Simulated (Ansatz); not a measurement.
# Mg/GaN/Hf: conductance for both polarities, part 5 of 6

Wanted: the change of resistance of Mg/GaN/Hf with the barrier's polarity. The lower electrode is Mg hcp(0001), the upper one Hf hcp(0001); the barrier is GaN wurtzite(0001) (whole bilayers). In the first transport cell, after relaxation, the nearest pair of electrode and barrier is Mg–N at 2.04 Å, along the normal, at the lower face and Hf–Ga at 2.99 Å, at a slant, at the upper one. All share a net of side 3.205 Å, which strains the lower electrode by +0.5 %, the upper one by +0.2 % and the barrier by -0.5 %, against typed lattice constants near PBE's. The first steps treat the bulk electrodes alone.

Ansatz 0.2.0; PBE DFT, plane waves, PAW files (the session's first sound run).

So far, transmission at the Fermi level (a spin, zone mean): step 5 (transmission over a wide range of energy, polarity N face on the lower …) 0.0177; step 6 (conductance, polarity N face on the lower electrode, gap between the electrodes …) 0.0174. Also channels of the lower lead: step 5 0.799; step 6 0.874.

## Step 8: Transmission over a wide range of energy, polarity Ga face on the lower electrode, gap between the electrodes 13.16 Å

This step: PBE DFT, plane waves, PAW files; ballistic transmission by layer matching between semi-infinite leads (Ansatz 0.2.0).

System of this step: Mg/GaN/Hf. The cell holds 30 atoms: 11 Mg, 4 Ga, 4 N and 11 Hf. Cell: a = 3.205 Å, b = 3.205 Å, c = 78.398 Å, α = 90.0°, β = 90.0°, γ = 120.0°. Regions: left electrode, 11 atoms (11 Mg); barrier, 8 atoms (4 Ga and 4 N); right electrode, 11 atoms (11 Hf). Vacuum lies along c.

A wide window again for the changed junction, to set beside the first polarity.

input.yaml

```yaml
crystal:
  lattice:
    - [3.205, 0.0, 0.0]
    - [-1.6025, 2.7756114191, 0.0]
    - [0.0, 0.0, 78.3979445079]
  atoms:
    - { symbol: Mg, position: [0.0, 0.0, 0.0892880552] }
    - { symbol: Mg, position: [0.33333333, 0.66666667, 0.1221958456] }
    - { symbol: Mg, position: [0.0, 0.0, 0.1551036359] }
    - { symbol: Mg, position: [0.33333333, 0.66666667, 0.1880114262] }
    - { symbol: Mg, position: [0.0, 0.0, 0.2209192165] }
    - { symbol: Mg, position: [0.33333333, 0.66666667, 0.2538270068] }
    - { symbol: Mg, position: [0.0, 0.0, 0.2867347971] }
    - { symbol: Mg, position: [0.33333333, 0.66666667, 0.3196425874] }
    - { symbol: Mg, position: [0.0, 0.0, 0.3525503777] }
    - { symbol: Mg, position: [0.33333333, 0.66666667, 0.385458168] }
    - { symbol: Mg, position: [0.0, 0.0, 0.4185953609] }
    - { symbol: Ga, position: [0.33333333, 0.66666667, 0.4497158195] }
    - { symbol: "N", position: [0.66666667, 0.33333333, 0.4590277974] }
    - { symbol: Ga, position: [0.66666667, 0.33333333, 0.4840223917] }
    - { symbol: "N", position: [0.33333333, 0.66666667, 0.492601586] }
    - { symbol: Ga, position: [0.33333333, 0.66666667, 0.5175718922] }
    - { symbol: "N", position: [0.66666667, 0.33333333, 0.5261096769] }
    - { symbol: Ga, position: [0.66666667, 0.33333333, 0.5511312315] }
    - { symbol: "N", position: [0.33333333, 0.66666667, 0.5595847775] }
    - { symbol: Hf, position: [0.33333333, 0.66666667, 0.5864950136] }
    - { symbol: Hf, position: [0.0, 0.0, 0.619519555] }
    - { symbol: Hf, position: [0.33333333, 0.66666667, 0.651874265] }
    - { symbol: Hf, position: [0.0, 0.0, 0.6842289749] }
    - { symbol: Hf, position: [0.33333333, 0.66666667, 0.7165836849] }
    - { symbol: Hf, position: [0.0, 0.0, 0.7489383949] }
    - { symbol: Hf, position: [0.33333333, 0.66666667, 0.7812931049] }
    - { symbol: Hf, position: [0.0, 0.0, 0.8136478148] }
    - { symbol: Hf, position: [0.33333333, 0.66666667, 0.8460025248] }
    - { symbol: Hf, position: [0.0, 0.0, 0.8783572348] }
    - { symbol: Hf, position: [0.33333333, 0.66666667, 0.9107119448] }
kpoints:
  mp_grid: { grid: [12, 12, 1] }
scf:
  occupations: { method: fermi_dirac, width: 0.1 }
  max_iter: 150
hamiltonian:
  xc: pbe
output:
  transmission:
    kmesh: [12, 12]
    e_range: [-4, 2]
    de: 0.1
    leads: [[4, 6], [24, 26]]
  dos: { projected: true, e_range: [-6, 5], de: 0.05 }
  write_potential: true
  write_density: true
  volumetric_format: npy
```

Started as:

```bash
> ansatz run input.yaml --threads 4 --pin off --max-ram 10240MiB --backend cpu --events-out ev --progress --plain --runs-dir out
```

Numbers of over 12 decimals in the logs are rounded to 6 here.

Log:

```text
[...]
Crystal: 30 atoms, lattice volume = 697.415 Å³
Basis set: ecut = 420 eV, 13835 PW (Γ)
Bands: 281, of which v1, the nominal top of the filled ones, is band 234 counted from 1 (233 counted from 0)
Symmetry: 6 space group operations
[...]
k-points: 19 of 144 (time reversal used)
[...]
SCF iter   1: F=—  HF=-210767.597602 eV  |F-HF|=—  |Δ(HF+E_count)|=         —  Δρ=1.05e-2  dr2=5.18e2  ethr=1.77e-3  ⟨swp⟩=6.4  Hψ=22078  notcnv=0  defer=74
[...]
SCF iter  11: F=-210766.753131 eV  HF=-210766.753131 eV  |F-HF|=7.10e-9  |Δ(HF+E_count)|=   3.44e-8  Δρ=1.05e-6  dr2=1.86e-8  ethr=2.14e-11  ⟨swp⟩=3.4  Hψ=10997  notcnv=0
SCF 1 converged in 11 iterations: F = -210766.753131 eV  dr2 = 1.86e-8
[...]
transmission: 138 of 1349 steps passed
transmission: 272 of 1349 steps passed
[...]
transmission: 1349 of 1349 steps passed
[...]
SCF converged after 11 iterations
Free energy (F): -210766.753131 eV
[...]
Internal energy: -210766.201064 eV  (E = F + TS)
E sigma→0 (E₀):  -210766.477097 eV
Entropy (-TS):   -0.552067 eV (-18.402 meV/atom)
Fermi energy:    9.967285 eV
[...]
--- Band table (eV; the first three rows and the last of 19) ---
  k-point 0: bands = [... 230 lower, 10.3316, 10.3479, 10.5292, 10.5920, 10.8838, 10.9587, 10.9587, 10.9673, ... 43 higher]
  k-point 1: bands = [... 230 lower, 10.2013, 10.2786, 10.5247, 10.5358, 10.6626, 10.6860, 10.7181, 10.7658, ... 43 higher]
  k-point 2: bands = [... 230 lower, 9.9708, 10.0066, 10.0589, 10.0705, 10.1629, 10.2705, 10.3550, 10.5515, ... 43 higher]
  k-point 18: bands = [... 230 lower, 9.6829, 9.7489, 9.7720, 9.8264, 9.8281, 9.8584, 9.9323, 9.9432, ... 43 higher]
--- Transmission ---
  basis      : 85 plane waves across, 71 finite elements along
  points     : 19, standing for a mesh of 12 x 12
[...]
channels       : 8.402778e-1 a spin
[...]
slowest decay  : 0.0077 /Å at (0.2500, 0.0833)
[...]
channels       : 7.083333e-1 a spin
[...]
slowest decay  : 0.1028 /Å at (0.1667, 0.0833)
  junction   : crystal 0 to crystal 1, 19.31 to 55.61 Å
    transmission   : 3.019434e-3 a spin
[...]
```

The job ended after 5.8 min (4 threads of Arm Neoverse V2, shared host; peak memory 6.2 GiB).

This step gave:

```
free energy                                         : -210766.7531 eV
Fermi energy                                        : 9.967 eV
transmission at the Fermi level (a spin, zone mean) : 0.003019
channels of the lower lead                          : 0.8403
channels of the upper lead                          : 0.7083
potential step in the lower lead                    : 23.2 meV
potential step in the upper lead                    : 37.6 meV
```

One spin. Table of transmission, zone mean by energy, zero at the Fermi level:

```csv
energy (eV),"transmission, zone mean"
-4.00,0.230
-3.70,0.372
-3.60,0.392
-3.40,0.372
-3.10,0.269
-2.90,0.162
-2.60,0.0512
-2.30,0.00384
-2.00,0.00136
-1.70,0.00230
-1.40,0.00312
-1.10,0.00207
-0.90,0.00246
-0.60,9.3e-4
-0.30,0.00114
0.00,0.00302
0.30,0.00128
0.60,0.0185
0.90,0.00557
1.10,0.00935
1.40,0.0214
1.70,0.00647
2.00,0.0118
```

One spin. Table of open channels, zone mean by energy, zero at the Fermi level:

```csv
energy (eV),lower lead,upper lead
-4.00,0.590,0.590
-3.80,0.590,0.590
-3.60,0.590,0.667
-3.40,0.632,0.75
-3.20,0.674,0.854
-3.00,0.757,0.854
-2.80,0.757,0.812
-2.60,0.840,0.75
-2.30,0.840,0.583
-2.10,0.882,0.562
-1.90,0.965,0.576
-1.70,1.05,0.368
-1.50,1.04,0.785
-1.30,1,1.02
-1.10,1.01,1.52
-0.90,1.01,1.60
-0.70,0.715,1.17
-0.50,0.799,0.333
-0.30,0.840,0.5
-0.10,0.799,0.569
0.00,0.840,0.708
0.10,0.924,0.75
0.30,0.896,1.12
0.60,1.23,1.47
0.80,1.35,1.17
1.00,1.40,1.37
1.20,1.23,1.02
1.40,1.27,0.812
1.60,1.26,1.18
1.80,1.30,1.16
2.00,1.34,0.979
```

Transmission over k1 and k2. At 0.0000 eV from the Fermi level.

Ten even steps from '0' (0.00 × 1e-2) to '9' (2.78 × 1e-2):
```
000000000000
000000000000
900000000900
000013100000
000039930000
000019391000
000003993000
000000131000
900900000000
000000000000
000000000000
000900000900
```
Columns: k1 (b1) from -0.5 to 0.417; rows upwards: k2 (b2) from -0.5 to 0.417.

Open channels of the lower lead over k1 and k2. At 0.0000 eV from the Fermi level.

Ten even steps from '_' (0.00) to '@' (3.00):
```
**__--------__****____**
__----______----____@@__
----__--------__----____
__--__----------__--__**
**--__------------__--**
**__------------------__
****--__------------__--
__**__--__----------__--
--____----__--------__--
____@@____----______----
****____****__--------__
****__--__******__--__**
```
Columns: k1 (b1) from -0.5 to 0.417; rows upwards: k2 (b2) from -0.5 to 0.417.

Open channels of the upper lead over k1 and k2. At 0.0000 eV from the Fermi level.

Values, 12 rows by 12 columns:
```
0.00 0.00 0.00 0.00 0.00 0.00 0.00 0.00 2.00 2.00 2.00 2.00
2.00 0.00 0.00 0.00 0.00 0.00 0.00 0.00 2.00 2.00 2.00 2.00
2.00 0.00 0.00 0.00 0.00 0.00 0.00 0.00 0.00 2.00 2.00 2.00
2.00 0.00 0.00 0.00 1.00 1.00 1.00 0.00 0.00 0.00 2.00 2.00
0.00 0.00 0.00 0.00 1.00 2.00 2.00 1.00 0.00 0.00 0.00 0.00
0.00 0.00 0.00 0.00 1.00 2.00 2.00 2.00 1.00 0.00 0.00 0.00
0.00 0.00 0.00 0.00 0.00 1.00 2.00 2.00 1.00 0.00 0.00 0.00
2.00 2.00 2.00 0.00 0.00 0.00 1.00 1.00 1.00 0.00 0.00 0.00
2.00 2.00 2.00 2.00 0.00 0.00 0.00 0.00 0.00 0.00 0.00 0.00
2.00 2.00 2.00 2.00 2.00 0.00 0.00 0.00 0.00 0.00 0.00 0.00
0.00 2.00 2.00 2.00 2.00 0.00 0.00 0.00 0.00 0.00 0.00 0.00
0.00 0.00 2.00 2.00 2.00 0.00 0.00 0.00 2.00 2.00 2.00 0.00
```
Columns: k1 (b1) from -0.5 to 0.417; rows upwards: k2 (b2) from -0.5 to 0.417.

Projected DOS an atom over height of the atomic layer and energy from the Fermi level. Layers: Mg Mg Mg Mg Mg Mg Mg Mg Mg Mg Mg Ga N Ga N Ga N Ga N Hf Hf Hf Hf Hf Hf Hf Hf Hf Hf Hf; projections on atoms miss part of the total, and the computed bands can run out at the top of the range; a column is the mean of 2 neighbouring layers, the last of those left over.

Values in states/eV, 22 rows by 15 columns, each cell a mean:
```
0.02 0.02 0.02 0.02 0.02 0.16 0.22 0.16 0.16 0.38 0.64 0.63 0.68 0.64 0.66
0.04 0.03 0.03 0.04 0.03 0.22 0.31 0.40 0.38 0.58 0.74 0.68 0.73 0.65 0.68
0.06 0.06 0.06 0.05 0.05 0.20 0.34 0.44 0.43 0.61 0.59 0.65 0.60 0.60 0.91
0.06 0.05 0.06 0.06 0.07 0.22 0.30 0.42 0.45 0.61 0.52 0.58 0.58 0.58 0.95
0.06 0.07 0.08 0.06 0.07 0.19 0.16 0.16 0.17 0.50 0.60 0.64 0.64 0.65 0.89
0.09 0.09 0.08 0.11 0.09 0.22 0.11 0.07 0.08 0.40 0.68 0.64 0.66 0.70 1.11
0.11 0.09 0.10 0.08 0.09 0.19 0.09 0.04 0.06 0.42 1.19 1.21 1.18 1.20 1.09
0.11 0.11 0.09 0.09 0.10 0.18 0.07 0.03 0.10 0.81 1.55 1.44 1.43 1.47 1.35
0.17 0.14 0.14 0.14 0.12 0.19 0.06 0.02 0.09 0.94 1.50 1.56 1.56 1.44 1.54
0.15 0.14 0.15 0.14 0.18 0.22 0.07 0.02 0.06 0.67 1.16 1.24 1.25 1.25 1.41
0.13 0.14 0.15 0.16 0.18 0.19 0.06 0.01 0.03 0.47 0.78 0.65 0.65 0.71 1.30
0.17 0.14 0.12 0.13 0.10 0.19 0.07 0.01 0.02 0.47 1.54 1.39 1.40 1.45 1.28
0.26 0.20 0.22 0.20 0.19 0.24 0.12 0.03 0.02 0.43 0.97 1.14 1.14 1.10 1.30
0.31 0.30 0.28 0.28 0.30 0.28 0.30 0.16 0.06 0.26 0.72 0.81 0.79 0.76 0.55
0.29 0.26 0.26 0.26 0.25 0.27 0.47 0.39 0.31 0.58 0.96 0.89 0.88 0.93 0.85
0.31 0.29 0.30 0.30 0.29 0.27 0.60 0.59 0.58 0.79 0.76 0.73 0.74 0.70 0.74
0.29 0.28 0.29 0.29 0.27 0.27 0.66 0.83 0.66 0.69 0.65 0.70 0.70 0.71 0.61
0.27 0.26 0.25 0.25 0.25 0.29 0.59 0.75 0.81 0.83 0.45 0.50 0.51 0.49 0.40
0.23 0.28 0.27 0.27 0.27 0.25 0.49 0.45 0.49 0.71 0.29 0.31 0.30 0.30 0.26
0.21 0.23 0.22 0.22 0.23 0.25 0.48 0.44 0.50 0.68 0.22 0.21 0.21 0.22 0.19
0.18 0.19 0.19 0.20 0.20 0.13 0.23 0.26 0.28 0.35 0.15 0.15 0.16 0.15 0.15
0.15 0.17 0.17 0.17 0.17 0.14 0.26 0.38 0.47 0.50 0.13 0.13 0.13 0.13 0.11
```
Columns: height of the atomic layer (Å) from 8.29 to 70.1 (not evenly spaced); rows upwards: energy from the Fermi level (eV) from -6 to 5.

At the Fermi level the transmission is 0.0030, as a zone mean for one spin on this coarse mesh. At the Fermi level the layers of this cell's barrier hold from 0.0068 to 0.22 states an eV and atom. In the worse lead the potential repeats within 38 meV, which the program flags as too much for a lead, so G carries that doubt.

## Step 9: Conductance on a fine mesh, polarity Ga face on the lower electrode, gap between the electrodes 13.16 Å

The conductance of the changed junction, on the mesh and energies of the first conductance run.

Changes to input.yaml since step 8:

```diff
@@ -45,9 +45,5 @@
   transmission:
-    kmesh: [12, 12]
-    e_range: [-4, 2]
-    de: 0.1
+    kmesh: [30, 30]
+    e_range: [-0.26, 0.27]
+    de: 0.0375
     leads: [[4, 6], [24, 26]]
-  dos: { projected: true, e_range: [-6, 5], de: 0.05 }
-  write_potential: true
-  write_density: true
-  volumetric_format: npy
```

Log:

```text
[...]
Crystal: 30 atoms, lattice volume = 697.415 Å³
Basis set: ecut = 420 eV, 13835 PW (Γ)
Bands: 281, of which v1, the nominal top of the filled ones, is band 234 counted from 1 (233 counted from 0)
Symmetry: 6 space group operations
[...]
k-points: 19 of 144 (time reversal used)
[...]
SCF iter   1: F=—  HF=-210767.597602 eV  |F-HF|=—  |Δ(HF+E_count)|=         —  Δρ=1.05e-2  dr2=5.18e2  ethr=1.77e-3  ⟨swp⟩=6.4  Hψ=22078  notcnv=0  defer=74
[...]
SCF iter  11: F=-210766.753131 eV  HF=-210766.753131 eV  |F-HF|=7.10e-9  |Δ(HF+E_count)|=   3.44e-8  Δρ=1.05e-6  dr2=1.86e-8  ethr=2.14e-11  ⟨swp⟩=3.4  Hψ=10997  notcnv=0
SCF 1 converged in 11 iterations: F = -210766.753131 eV  dr2 = 1.86e-8
[...]
transmission: 563 of 5551 steps passed
transmission: 1112 of 5551 steps passed
[...]
transmission: 5551 of 5551 steps passed
SCF converged after 11 iterations
Free energy (F): -210766.753131 eV
[...]
Internal energy: -210766.201064 eV  (E = F + TS)
E sigma→0 (E₀):  -210766.477097 eV
Entropy (-TS):   -0.552067 eV (-18.402 meV/atom)
Fermi energy:    9.967285 eV
[...]
--- Band table (eV; the first three rows and the last of 19) ---
  k-point 0: bands = [... 230 lower, 10.3316, 10.3479, 10.5292, 10.5920, 10.8838, 10.9587, 10.9587, 10.9673, ... 43 higher]
  k-point 1: bands = [... 230 lower, 10.2013, 10.2786, 10.5247, 10.5358, 10.6626, 10.6860, 10.7181, 10.7658, ... 43 higher]
  k-point 2: bands = [... 230 lower, 9.9708, 10.0066, 10.0589, 10.0705, 10.1629, 10.2705, 10.3550, 10.5515, ... 43 higher]
  k-point 18: bands = [... 230 lower, 9.6829, 9.7489, 9.7720, 9.8264, 9.8281, 9.8584, 9.9323, 9.9432, ... 43 higher]
--- Transmission ---
  basis      : 85 plane waves across, 61 finite elements along
  points     : 91, standing for a mesh of 30 x 30
[...]
filled         : 32.5 meV under the level at which it is neutral
    channels       : 8.877778e-1 a spin
[...]
slowest decay  : 0.0084 /Å at (0.2333, 0.0333)
[...]
filled         : 24.5 meV under the level at which it is neutral
    channels       : 6.733333e-1 a spin
[...]
slowest decay  : 0.0598 /Å at (0.2000, 0.0000)
  junction   : crystal 0 to crystal 1, 19.31 to 55.61 Å
    transmission   : 2.721153e-3 a spin
[...]
resistance     : 4.3444e-1 Ω µm² beyond half of each lead's own
```

Wall time 6.9 min (4 threads); peak memory 5.2 GiB.

Numbers from this step:

```
transmission at the Fermi level (a spin, zone mean) : 0.002721
channels of the lower lead                          : 0.8878
channels of the upper lead                          : 0.6733
ballistic conductance of the lower lead             : 7.68e14 S/m²
junction conductance                                : 2.29e12 S/m²
error estimates by source, in the log's order       : 1, 1.3, 21.6, 40.3, 4.6 %
resistance-area product beyond the leads            : 0.4344 Ω um²
```

One spin. Table of transmission, zone mean by energy, zero at the Fermi level:

```csv
energy (eV),"transmission, zone mean"
-0.260,0.00152
-0.223,0.00168
-0.185,0.00189
-0.147,0.00212
-0.110,0.00222
-0.072,0.00220
-0.035,0.00222
0.003,0.00272
0.040,0.00276
0.077,0.00311
0.115,0.00265
0.152,0.00240
0.190,0.00247
0.228,0.00271
0.265,0.00231
```

One spin. Open channels, zone mean against energy, zero at the Fermi level:

```csv
energy (eV),lower lead,upper lead
-0.260,0.854,0.513
-0.223,0.881,0.573
-0.185,0.888,0.618
-0.147,0.814,0.631
-0.110,0.868,0.658
-0.072,0.868,0.624
-0.035,0.881,0.627
0.003,0.888,0.673
0.040,0.908,0.68
0.077,0.861,0.707
0.115,0.928,0.747
0.152,0.988,0.767
0.190,0.948,0.873
0.228,0.983,0.967
0.265,0.943,1.01
```

Transmission over k1 and k2. At 0.0025 eV from the Fermi level.

Values in units of 1e-2, 12 rows by 16 columns, each cell a mean:
```
0.0 0.0 0.0 0.4 0.8 0.5 0.0 0.0 0.0 0.0 0.0 0.1 0.2 0.1 0.1 0.0
0.0 0.0 0.0 0.0 0.0 0.0 0.0 0.0 0.0 0.0 0.0 0.0 0.0 0.0 0.0 0.0
1.3 0.1 0.0 0.0 0.0 0.0 0.0 0.0 0.0 0.0 0.0 1.0 0.6 0.1 0.0 0.3
0.9 0.1 0.0 0.0 0.0 0.2 0.5 0.4 0.1 0.0 0.0 0.0 1.0 0.1 0.1 0.1
0.0 0.0 0.0 0.0 0.1 0.8 2.4 2.5 1.9 0.8 0.1 0.0 0.0 0.0 0.0 0.0
0.0 0.0 0.0 0.0 0.0 0.6 2.4 1.7 1.5 2.3 0.9 0.1 0.0 0.0 0.0 0.0
0.0 0.0 0.0 0.0 0.0 0.1 1.1 2.3 1.8 2.4 1.9 0.3 0.0 0.0 0.0 0.0
0.0 0.1 0.0 0.0 0.0 0.0 0.1 0.6 1.5 1.9 1.2 0.3 0.0 0.0 0.0 0.0
0.7 0.0 0.0 0.7 1.0 0.2 0.0 0.0 0.0 0.2 0.1 0.0 0.0 0.0 0.0 1.2
0.3 0.1 0.0 0.1 0.5 0.3 0.0 0.0 0.0 0.0 0.0 0.0 0.0 0.0 0.0 0.4
0.0 0.1 0.0 0.1 0.0 0.1 0.0 0.0 0.0 0.0 0.0 0.0 0.0 0.0 0.0 0.0
0.0 0.0 0.0 0.4 0.7 0.1 0.0 0.0 0.0 0.0 0.0 1.0 1.4 0.0 0.0 0.0
```
Columns: k1 (b1) from -0.5 to 0.467; rows upwards: k2 (b2) from -0.5 to 0.467.

G = 2.3e12 S/m² (1/G = 0.436 Ω µm²), 0.15 times the step before of this kind. The largest error estimate is 40 %, from the leads' potential steps. In the worse lead the potential repeats within 38 meV, which the program flags as too much for a lead, so G carries that doubt.

## Step 10: Electroresistance

This step: Tunnel electroresistance (G_up - G_down) / G_down from the conductances of both polarities, PBE DFT, plane waves, PAW files (Ansatz 0.2.0).

No new run: the two polarities are divided.

Numbers from this step:

```yaml
conductance_first_polarity_s_m2: 1.56e13
conductance_second_polarity_s_m2: 2.29e12
electroresistance: 580 %
```

The two conductances carry error estimates of up to 23 % and 40 %, which the ratio inherits.

[end of part 5 of 6]

[Logs are printed without paths, hosts, clocks, repeated set-up lines and the standing remarks that a program may print on its own settings, such as how far it seeks lower states.]

[Hosts, paths, dates, database ids (printed as entryN), source tags and the programs' standing remarks are cut or masked in the printed files.]
